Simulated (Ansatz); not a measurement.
Input and command of a plane-wave DFT calculation in Ansatz:

```yaml
crystal:
  lattice:
    - [0.0, 2.3470847919, 2.1337134472]
    - [2.3470847919, 0.0, 2.1337134472]
    - [2.3470847919, 2.3470847919, 0.0]
  atoms:
    - { symbol: Ni, position: [0.0, 0.0, 0.0], spin: 1.91 }
    - { symbol: O, position: [0.5, 0.5, 0.5], spin: 0.21 }
basis:
  ecutwfc: 420
kpoints:
  mp_grid: { grid: [12, 12, 12] }
hamiltonian:
  xc: pbe
  hubbard: { sites: [{ species: Ni, l: d, u_eff: 6.2 }] }
scf:
  occupations: { method: gaussian, width: 0.05 }
output:
  forces: true
  stress: true
  eigenvalues: true
  populations: true
magnetization:
  spin_polarized: true
```

```bash
ansatz run input.yaml --threads 1 --pin off --max-ram 2560MiB --backend cpu --events-out ev --progress --plain --runs-dir out
```

Processor: Arm Neoverse V2, 1 thread, on a host shared with other jobs.

How long does it run, and how much memory does it take?

About 41 s on 1 thread of Arm Neoverse V2, with other jobs on the host, peak memory 0.76 GiB. It solves 18 bands at 163 k points (the mesh reduced by symmetry) with about 483 plane waves, in 19 SCF iterations.
